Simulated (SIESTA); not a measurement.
As:

```
As
1.0
     1.88080    1.08588    3.51406
    -1.88080    1.08588    3.51406
     0.00000   -2.17176    3.51406
As
2
Direct
  0.22600 0.22600 0.22600
  0.77400 0.77400 0.77400
```

```yaml
Program: SIESTA 5.4.2
Task: relaxation of cell and atoms
Functional: PBEsol
Potentials_or_basis: PseudoDojo 0.4 standard (PBEsol files)
Basis: DZP (energy shift 0.003 Ry; two zetas on semicore shells)
Grid_cutoff: 750 Ry
Energy_shift: 0.003 Ry
k_mesh: 7 × 7 × 7
Occupations: fermi-dirac, width 0.05 eV
Spin: no spin polarisation
```

At the start: pressure 2.2 GPa; volume 21.53 Å³/atom.

Problem. Where does the relaxation end?

Solution. Over 11 steps the energy falls by 32.3 meV/atom and the volume is 21.20 Å³/atom (-1.5 %); space group R-3m (No. 166, to 0.05 Å).

The path:
| step | energy change (eV) | largest force (eV/Å) | pressure (GPa) | volume (Å³) |
| --- | --- | --- | --- | --- |
| 1 | 0.0000 | 0.7789 | 2.25 | 43.06 |
| 2 | -0.0323 | 0.1390 | 0.49 | 43.13 |
| 3 | -0.0342 | 0.0236 | 0.12 | 43.14 |
| 4 | -0.0262 | 0.1745 | 0.73 | 43.11 |
| 5 | -0.0415 | 0.4890 | 0.66 | 43.09 |
| 6 | -0.0396 | 0.3508 | 0.73 | 43.04 |
| 7 | -0.0462 | 0.3949 | 0.33 | 43.15 |
| 8 | -0.0357 | 0.3700 | 0.56 | 43.24 |
| 9 | -0.0638 | 0.0669 | 0.42 | 42.15 |
| 10 | -0.0646 | 0.0056 | -0.06 | 42.47 |
| 11 | -0.0646 | 0.0043 | 0.01 | 42.39 |

Final structure:
```
CELL_PARAMETERS angstrom
1.91735 1.10698 3.32898
-1.91735 1.10698 3.32898
0.00000 -2.21396 3.32898
ATOMIC_POSITIONS crystal
As 0.23162 0.23162 0.23162
As 0.76838 0.76838 0.76838
```

Caveat: the basis of atomic orbitals isn't converged, which shifts pressures, moduli and gaps.
